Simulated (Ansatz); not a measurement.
Crystal: MgO.

```
Mg O
1.0
     0.00000    2.09700    2.09700
     2.09700    0.00000    2.09700
     2.09700    2.09700    0.00000
Mg O
1 1
Direct
  0.00000 0.00000 0.00000
  0.50000 0.50000 0.50000
```

The cell is a database's computed one.

Base run:

```yaml
Program: Ansatz 0.2.0
Functional: PBEsol
Potentials_or_basis: all-electron PAW datasets made for the crystal
Cutoff: 400 eV
Density_cutoff: 2000 eV
k_mesh: 11 × 11 × 11
Occupations: fixed
Spin: no spin polarisation
```

Its results: band gap on the k mesh 4.76 eV, direct; electronic dielectric tensor (diagonal) 3.24.

Question: The run is repeated on the same cell with these changes: functional from PBEsol to PBE. What comes out?

Answer: Band gap on the k mesh 4.86 eV, direct; electronic dielectric tensor (diagonal) 3.20.

Caveats: the program warned that the printed levels may be off, so bands, gaps and densities of states are rough; an odd mesh through Γ misses points on the zone boundary, where band edges often lie.

Not every run made on this cell is shown here.
